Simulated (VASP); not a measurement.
The system is Sn.

```xyz
2
Lattice="-2.9401 2.9401 1.5993 2.9401 -2.9401 1.5993 2.9401 2.9401 -1.5993" Properties=species:S:1:pos:R:3 pbc="T T T"
Sn    0.0000    0.0000    0.0000
Sn    0.0000    2.9401    0.7997
```

Base run:

| Property | Result |
| --- | --- |
| Program | VASP 6.6.1 |
| Functional | PBE |
| Potentials or basis | VASP PAW PBE potentials, release 64 (Sn_d) |
| Cutoff | 520 eV |
| k mesh | 9 × 9 × 9 |
| Occupations | fermi-dirac, width 0.05 eV |
| Spin | no spin polarisation |

Its results: band gap on the k mesh none (metal or under the smearing width); pressure 1.3 GPa.

Problem. The run is repeated on the same cell with these changes: functional from PBE to PBEsol. What comes out?

Solution. Band gap on the k mesh none (metal or under the smearing width); pressure -1.5 GPa.

PBEsol binds more tightly than PBE, so the same cell stands under less pressure.

Caveats: the PAW data sets were made with another functional, which shifts forces and pressure a little (some runs).

Not every run made on this cell is shown here.
